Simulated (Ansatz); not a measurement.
**A run on AgCl that went wrong**

The input below was meant for crystalline AgCl, with PBE, plane waves and PAW in Ansatz.

```yaml
crystal:
  lattice:
    - [3.433973, 0.0, 0.0]
    - [0.0, 3.433973, 0.0]
    - [0.0, 0.0, 3.433973]
  atoms:
    - { symbol: Ag, position: [0.0, 0.0, 0.0] }
    - { symbol: Cl, position: [0.5, 0.5, 0.5] }
basis:
  ecutwfc: 420
kpoints:
  mp_grid: { grid: [10, 10, 10] }
hamiltonian:
  xc: PW91x
scf:
  occupations: { method: gaussian, width: 0.02 }
output:
  forces: true
  stress: true
  eigenvalues: true
```

Output, shortened:

```text
Error: YAML parse error: error: line 14 column 7: hamiltonian.xc: unknown variant `PW91x`, expected one of `lda`, `lda-pw`, `pw92`, `pbe`, `pbesol`, `rpbe`, `revpbe`, `blyp`, `pbe0`, `revpbe0`, `b3lyp`, `b3lyp5`, `hse06`, `wpbeh`, `hiss`, `lc_wpbe`, `cam_b3lyp`, `hf`, `r2scan`, `r2scanh`, `r2scan0`, `r2scan50`
  --> <input>:14:7
   |
12 |   mp_grid: { grid: [10, 10, 10] }
13 | hamiltonian:
14 |   xc: PW91x
   |       ^ hamiltonian.xc: unknown variant `PW91x`, expected one of `lda`, `lda-pw`, `pw92`, `pbe`, `pbesol`, `rpbe`, `revpbe`, `blyp`, `pbe0`, `revpbe0`, `b3lyp`, `b3lyp5`, `hse06`, `wpbeh`, `hiss`, `lc_wpbe`, `cam_b3lyp`, `hf`, `r2scan`, `r2scanh`, `r2scan0`, `r2scan50`
15 | scf:
16 |   occupations: { method: gaussian, width: 0.02 }
   |
```

Question: Which fault does the input hold?
A. Two atoms' positions swapped
B. Too few SCF iterations allowed
C. An atom listed twice
D. A functional's name that the program doesn't know
E. No empty bands beside a smearing

Answer: D. The name isn't in the program's list. The cure is a listed name.

Mended input, as a difference:

```diff
 hamiltonian:
-  xc: PW91x
+  xc: pbe
```

Result of the mended run: a pressure of -0.13 GPa, a gap on the mesh of 0.57 eV.

This CsCl-type form isn't the usual stable structure of the compound.